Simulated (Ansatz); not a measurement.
# HgTe (Coloradoite) (F-43m) in Ansatz: a series of runs

One crystal, HgTe (Coloradoite), is run at these levels: LDA; tasks: single point, equation of state.

Everything below comes from runs of Ansatz 0.2.0. Logs are shortened: lines on timing, memory, paths and dates and some standing lists are left out, and cuts for length are marked.

**Measured values to compare with.**

A printed reference work, monograph reports, for a bulk crystal of HgTe: bulk modulus 43 GPa.

The runs below are set against these values where they give the same quantity.

## 1. Starting point

It takes space group F-43m (No. 216, cubic). The conventional cell has a = 6.429 Å, b = 6.429 Å, c = 6.429 Å, α = 90.00°, β = 90.00°, γ = 90.00°. Hg (site symmetry -43m) is surrounded by 4 Te at 2.78 Å. Te (site symmetry -43m) is surrounded by 4 Hg at 2.78 Å.

## 2. Single point, LDA, 31.22 Å³/atom (volume scaled by 0.94)

input.yaml

```yaml
crystal:
  lattice:
    - [0.0, 3.1488795465, 3.1488795465]
    - [3.1488795465, 0.0, 3.1488795465]
    - [3.1488795465, 3.1488795465, 0.0]
  atoms:
    - { symbol: Hg, position: [0.0, 0.0, 0.0] }
    - { symbol: Te, position: [0.75, 0.75, 0.75] }
kpoints:
  mp_grid: { grid: [7, 7, 7] }
scf:
  occupations: { method: fermi_dirac, width: 0.05 }
hamiltonian:
  xc: lda
  pseudopotentials: { kind: all_electron, lapw: { basis_error: 0.001 } }
output:
  forces: true
  stress: true
  eigenvalues: true
```

Potentials or basis: all-electron LAPW, scalar-relativistic.

On the command line:

```bash
$ ansatz run input.yaml --threads 1 --pin off --max-ram 3072MiB --backend cpu --events-out ev --progress --plain --runs-dir out
```

What it wrote:

```text
Warning: RAYON_NUM_THREADS=1 ignored (pool sized by the plan → 1); use --threads N
LAPW: plane waves up to 8.508 Å⁻¹, error target 1.0e-3 eV per atom; small_component_spin mean_spin; Te in spheres of 1.348 Å, 24 of its electrons in bands, Dirac shells []; Hg in spheres of 1.379 Å, 44 of its electrons in bands, Dirac shells [] (how accurate: hamiltonian.pseudopotentials.lapw.basis_error, Limitations)
Engine: ansatz 0.2.0, aarch64-unknown-linux-gnu
Pseudopotentials: kind: all_electron
Pseudopotential: Hg, LAPW, valence charge 44, lapw/all_electron/scalar/gaussian/Hg, Koelling and Harmon's equation, gaussian nucleus
Pseudopotential: Te, LAPW, valence charge 24, lapw/all_electron/scalar/gaussian/Te, Koelling and Harmon's equation, gaussian nucleus
Functional definition: SPW92
  exchange = slater_x
  correlation = pw_c
Crystal: 2 atoms, lattice volume = 62.445 Å³
Basis set: ecut = 275.76364525500935 eV, 645 PW (Γ), exchange–correlation at level 2
Bands: 41, of which v1, the nominal top of the filled ones, is band 34 counted from 1 (33 counted from 0)
Symmetry: 24 space group operations
Space group: F-43m (ITA 216), of the structure as read, at distance tolerance 4.0e-5 Å
k-points: 20 of 343 (time reversal used)
Non-local potential: Hg, projectors of the file, none
Non-local potential: Te, projectors of the file, none
Initial density: superposition of atomic densities (chi_scale 0.1, normalization cell, long waves kept (reshape's long-wave potential 0.00 eV rms))
Initial wavefunctions: plane waves of lowest kinetic energy (no species holds an atomic orbital)
Functional: x = slater, c = lda
iter 1 solved again at ethr=5.54e-4 eV; its pass at ethr=1.00e-1 eV (dr2=3.77e-1 eV) is discarded
SCF iter   1: F=—  HF=-718271.241358 eV  |F-HF|=—  |Δ(HF+E_count)|=         —  Δρ=1.95e-2  dr2=3.78e-1  ethr=5.54e-4  ⟨swp⟩=2.5  Hψ=5117  notcnv=0
preconditioner: auto → none  [insulator: Δε(μ)=0.731 eV  Ē_g=12.599 eV  σ=0.050 eV  W_gap=0.68  n_scr=14 (ndim 8)  ℏωp=19.9 eV  f_vac=0.297  D(μ)=0.08/eV (n_scr^D=0)  ε∞_Penn≈3.5]
iter 2 solved again at ethr=4.32e-5 eV; its pass at ethr=5.54e-4 eV (dr2=2.93e-2 eV) is discarded
SCF iter   2: F=—  HF=-718271.042856 eV  |F-HF|=—  |Δ(HF+E_count)|=   1.99e-1  Δρ=6.30e-3  dr2=2.94e-2  ethr=4.32e-5  ⟨swp⟩=2.0  Hψ=4210  notcnv=0
SCF iter   3: F=—  HF=-718271.001382 eV  |F-HF|=—  |Δ(HF+E_count)|=   4.15e-2  Δρ=3.74e-3  dr2=6.47e-3  ethr=4.32e-5  ⟨swp⟩=2.1  Hψ=2511  notcnv=0
SCF iter   4: F=—  HF=-718270.998931 eV  |F-HF|=—  |Δ(HF+E_count)|=         —  Δρ=8.60e-4  dr2=3.30e-4  ethr=9.52e-6  ⟨swp⟩=2.0  Hψ=2375  notcnv=0
the basis was enlarged: its passes take 44.7 KiB over the memory plan, 1 of 1 planned eigensolver slots
SCF iter   5: F=—  HF=-718270.998787 eV  |F-HF|=—  |Δ(HF+E_count)|=   1.44e-4  Δρ=1.06e-4  dr2=3.67e-6  ethr=4.85e-7  ⟨swp⟩=2.0  Hψ=2375  notcnv=0
SCF iter   6: F=—  HF=-718270.998787 eV  |F-HF|=—  |Δ(HF+E_count)|=   9.19e-8  Δρ=1.77e-5  dr2=1.52e-7  ethr=5.40e-9  ⟨swp⟩=2.1  Hψ=2377  notcnv=0
SCF iter   7: F=-718270.998787 eV  HF=-718270.998787 eV  |F-HF|=1.05e-9  |Δ(HF+E_count)|=   1.51e-7  Δρ=3.90e-6  dr2=4.82e-9  ethr=2.23e-10  ⟨swp⟩=2.3  Hψ=2383  notcnv=0
SCF 1 converged in 7 iterations: F = -718270.998787 eV  dr2 = 4.82e-9
SCF converged after 7 iterations
Free energy (F): -718270.998787 eV
Harris-Foulkes:  -718270.998787 eV  (|F-HF|=1.05e-9)
Internal energy: -718270.998156 eV  (E = F + TS)
E sigma→0 (E₀):  -718270.998471 eV
Entropy (-TS):   -0.000631 eV (-0.315 meV/atom)
Fermi energy:    12.044586 eV
--- Per-component energies (eV) ---
  E_band       = -6015.927298
  E_kinetic    = 805273.584484
  E_xc         = -14480.261261
  E_electrostatic = -1509064.321378  (all electrons and nuclei)
  E_smearing   = -0.000631  (= −TS)
  E_closure    = 0.000000  (closes the sum)
  E_atoms      = -718266.013367  (free atoms, spherical and without spin; not in F)
  Σ components = -718270.998787   (vs F -718270.998787, Δ=0.00e0)
  Basis errors (estimates in eV, not in F): energy 4.3e-4 per atom: plane waves 3.9e-4 (2.3e-4 summed), levels above the bands 8.2e-81, relativity 7.8e-9, radial functions 4.3e-5, core shells 2.9e-8; eigenvalues (radial functions only) 9.3e-7; not estimated: angular momenta, meshes, grids; target (lapw.basis_error) 1.0e-3; muffin-tin radii Te 1.348 Å, Hg 1.379 Å
--- Forces (eV/Å), atoms counted from 1 ---
  atom   1  Hg     0.00000000    -0.00000000     0.00000000
  atom   2  Te    -0.00000000     0.00000000     0.00000000
  max |Σ_I F_I| component: 2.78e-17 eV/Å
--- Stress (GPa, compression-positive) ---
        3.670381      -0.000000      -0.000000
       -0.000000       3.670381       0.000000
       -0.000000       0.000000       3.670381
  P = ⅓ Tr σ = 3.6704 GPa (36.704 kbar)
--- Band table (eV; the first three rows and the last of 20) ---
  k-point 0: bands = ["-333.2287", "-333.2287", "-333.2268", "-333.2268", "-333.2268", "-147.0658", "-103.4105", "-97.2853", "-97.2853", "-97.2853", "-81.4254", "-81.4254", "-81.4254", "-81.4245", "-81.4245", "-81.4245", "-81.4235", "-51.7320", "-51.7320", "-51.7320", "-24.8932", "-24.8932", "-24.8932", "-24.8800", "-24.8800", "-0.6700", "4.1703", "4.1703", "4.1703", "4.8039", "4.8039", "11.2715", "12.0070", "12.0070", "12.0070", "16.0472", "16.0472", "16.0472", "18.1839", "21.6309", "21.6309"]
  k-point 1: bands = ["-333.2287", "-333.2287", "-333.2268", "-333.2268", "-333.2268", "-147.0658", "-103.4105", "-97.2853", "-97.2853", "-97.2853", "-81.4254", "-81.4254", "-81.4254", "-81.4245", "-81.4245", "-81.4245", "-81.4235", "-51.7321", "-51.7320", "-51.7320", "-24.8933", "-24.8931", "-24.8931", "-24.8800", "-24.8800", "-0.5535", "4.2030", "4.2030", "4.2034", "4.8002", "4.8002", "9.8157", "11.7403", "11.7403", "12.7210", "16.0108", "16.3779", "16.3779", "19.3877", "20.6507", "20.6507"]
  k-point 2: bands = ["-333.2287", "-333.2287", "-333.2268", "-333.2268", "-333.2268", "-147.0658", "-103.4105", "-97.2853", "-97.2853", "-97.2853", "-81.4254", "-81.4254", "-81.4254", "-81.4245", "-81.4245", "-81.4245", "-81.4235", "-51.7321", "-51.7320", "-51.7320", "-24.8936", "-24.8930", "-24.8930", "-24.8799", "-24.8799", "-0.2738", "4.2690", "4.2690", "4.3920", "4.8043", "4.8043", "7.9023", "11.2398", "11.2398", "12.7501", "16.8342", "16.8342", "17.2283", "19.3497", "20.6309", "20.6309"]
  k-point 19: bands = ["-333.2287", "-333.2287", "-333.2268", "-333.2268", "-333.2268", "-147.0658", "-103.4105", "-97.2853", "-97.2853", "-97.2853", "-81.4254", "-81.4254", "-81.4254", "-81.4245", "-81.4245", "-81.4245", "-81.4235", "-51.7322", "-51.7321", "-51.7321", "-24.8939", "-24.8933", "-24.8926", "-24.8799", "-24.8795", "0.2256", "4.4008", "4.4836", "4.7155", "4.7791", "5.4428", "6.0431", "8.6755", "9.5016", "14.8587", "16.3013", "17.5926", "18.4344", "20.8687", "22.2283", "24.0153"]
```

Run time: 19 s. Hardware: 1 thread of Arm Neoverse V2, shared host; peak memory 0.31 GiB.

What came out:

| Quantity | Value |
| --- | --- |
| Free energy | -718270.9988 eV |
| Pressure | 3.7 GPa |
| Band gap on the k mesh | none (metal or under the smearing width) |

## 3. Single point, LDA, 31.89 Å³/atom (volume scaled by 0.96)

input.yaml, as its differences from that of step 2:

```diff
@@ -2,5 +2,5 @@
   lattice:
-    - [0.0, 3.1488795465, 3.1488795465]
-    - [3.1488795465, 0.0, 3.1488795465]
-    - [3.1488795465, 3.1488795465, 0.0]
+    - [0.0, 3.1710554852, 3.1710554852]
+    - [3.1710554852, 0.0, 3.1710554852]
+    - [3.1710554852, 3.1710554852, 0.0]
   atoms:
```

Potentials or basis: all-electron LAPW, scalar-relativistic.

On the command line:

```bash
$ ansatz run input.yaml --threads 1 --pin off --max-ram 3072MiB --backend cpu --events-out ev --progress --plain --runs-dir out
```

Wall time 19 s (1 thread of Arm Neoverse V2, shared host); peak memory 0.31 GiB.

The run converged. Its results:

```yaml
Free_energy: -718271.0236 eV
Pressure: 2.4 GPa
Band_gap_on_the_k_mesh: none (metal or under the smearing width)
```

## 4. Single point, LDA, 32.55 Å³/atom (volume scaled by 0.98)

input.yaml, as its differences from that of step 3:

```diff
@@ -2,5 +2,5 @@
   lattice:
-    - [0.0, 3.1710554852, 3.1710554852]
-    - [3.1710554852, 0.0, 3.1710554852]
-    - [3.1710554852, 3.1710554852, 0.0]
+    - [0.0, 3.1929255244, 3.1929255244]
+    - [3.1929255244, 0.0, 3.1929255244]
+    - [3.1929255244, 3.1929255244, 0.0]
   atoms:
```

On the command line:

```bash
$ ansatz run input.yaml --threads 1 --pin off --max-ram 3072MiB --backend cpu --events-out ev --progress --plain --runs-dir out
```

Wall time 19 s (1 thread of Arm Neoverse V2, shared host); peak memory 0.31 GiB.

It converged, with:

```yaml
Free_energy: -718271.0383 eV
Pressure: 1.2 GPa
Band_gap_on_the_k_mesh: none (metal or under the smearing width)
```

## 5. Single point, LDA, 33.22 Å³/atom

input.yaml, as its differences from that of step 4:

```diff
@@ -2,5 +2,5 @@
   lattice:
-    - [0.0, 3.1929255244, 3.1929255244]
-    - [3.1929255244, 0.0, 3.1929255244]
-    - [3.1929255244, 3.1929255244, 0.0]
+    - [0.0, 3.2145, 3.2145]
+    - [3.2145, 0.0, 3.2145]
+    - [3.2145, 3.2145, 0.0]
   atoms:
```

On the command line:

```bash
$ ansatz run input.yaml --threads 1 --pin off --max-ram 3072MiB --backend cpu --events-out ev --progress --plain --runs-dir out
```

Wall time 19 s (1 thread of Arm Neoverse V2, shared host); peak memory 0.31 GiB.

The run converged. Its results:

- Free energy: -718271.0439 eV
- Pressure: 0.2 GPa
- Band gap on the k mesh: none (metal or under the smearing width)

## 6. Single point, LDA, 33.88 Å³/atom (volume scaled by 1.02)

input.yaml, as its differences from that of step 5:

```diff
@@ -2,5 +2,5 @@
   lattice:
-    - [0.0, 3.2145, 3.2145]
-    - [3.2145, 0.0, 3.2145]
-    - [3.2145, 3.2145, 0.0]
+    - [0.0, 3.2357886999, 3.2357886999]
+    - [3.2357886999, 0.0, 3.2357886999]
+    - [3.2357886999, 3.2357886999, 0.0]
   atoms:
```

Potentials or basis: all-electron LAPW, scalar-relativistic.

On the command line:

```bash
$ ansatz run input.yaml --threads 1 --pin off --max-ram 3072MiB --backend cpu --events-out ev --progress --plain --runs-dir out
```

Wall time 19 s (1 thread of Arm Neoverse V2, shared host); peak memory 0.3 GiB.

The run converged. Its results:

- Free energy: -718271.0415 eV
- Pressure: -0.7 GPa
- Band gap on the k mesh: none (metal or under the smearing width)

## 7. Single point, LDA, 34.54 Å³/atom (volume scaled by 1.04)

input.yaml, as its differences from that of step 6:

```diff
@@ -2,5 +2,5 @@
   lattice:
-    - [0.0, 3.2357886999, 3.2357886999]
-    - [3.2357886999, 0.0, 3.2357886999]
-    - [3.2357886999, 3.2357886999, 0.0]
+    - [0.0, 3.2568009036, 3.2568009036]
+    - [3.2568009036, 0.0, 3.2568009036]
+    - [3.2568009036, 3.2568009036, 0.0]
   atoms:
```

On the command line:

```bash
$ ansatz run input.yaml --threads 1 --pin off --max-ram 3072MiB --backend cpu --events-out ev --progress --plain --runs-dir out
```

Wall time 18 s (1 thread of Arm Neoverse V2, shared host); peak memory 0.3 GiB.

Results (log left out):

* Free energy: -718271.0319 eV
* Pressure: -1.5 GPa
* Band gap on the k mesh: none (metal or under the smearing width)

## 8. Single point, LDA, 35.21 Å³/atom (volume scaled by 1.06)

input.yaml, as its differences from that of step 7:

```diff
@@ -2,5 +2,5 @@
   lattice:
-    - [0.0, 3.2568009036, 3.2568009036]
-    - [3.2568009036, 0.0, 3.2568009036]
-    - [3.2568009036, 3.2568009036, 0.0]
+    - [0.0, 3.2775454177, 3.2775454177]
+    - [3.2775454177, 0.0, 3.2775454177]
+    - [3.2775454177, 3.2775454177, 0.0]
   atoms:
```

On the command line:

```bash
$ ansatz run input.yaml --threads 1 --pin off --max-ram 3072MiB --backend cpu --events-out ev --progress --plain --runs-dir out
```

It took 20 s on 1 thread of Arm Neoverse V2, shared host; peak memory 0.3 GiB.

Results (log left out):

```
Free energy            : -718271.0162 eV
Pressure               : -2.2 GPa
Band gap on the k mesh : none (metal or under the smearing width)
```

## 9. Equation of state, LDA

Potentials or basis: all-electron LAPW, scalar-relativistic.

This step only gathers the single runs of the series.

What came out:

* Equilibrium volume: 33.33 Å³/atom
* Bulk modulus: 47 GPa
* Pressure derivative of the bulk modulus: 5.1

Energy against volume, from the lowest point:
```csv
volume (Å³/atom),energy (meV/atom)
31.223,22.55
31.887,10.12
32.551,2.79
33.215,0.00
33.880,1.21
34.544,5.97
35.208,13.86
```

The run has no spin-orbit coupling, so splittings on Hg, Te are missing.

## 10. Against experiment

Step 9. A measured bulk modulus of HgTe is 43 GPa (a printed reference work, monograph); the calculated 47 GPa misses it by +10.2 %. The fit is for a static lattice scaled at fixed shape and fixed fractional positions.
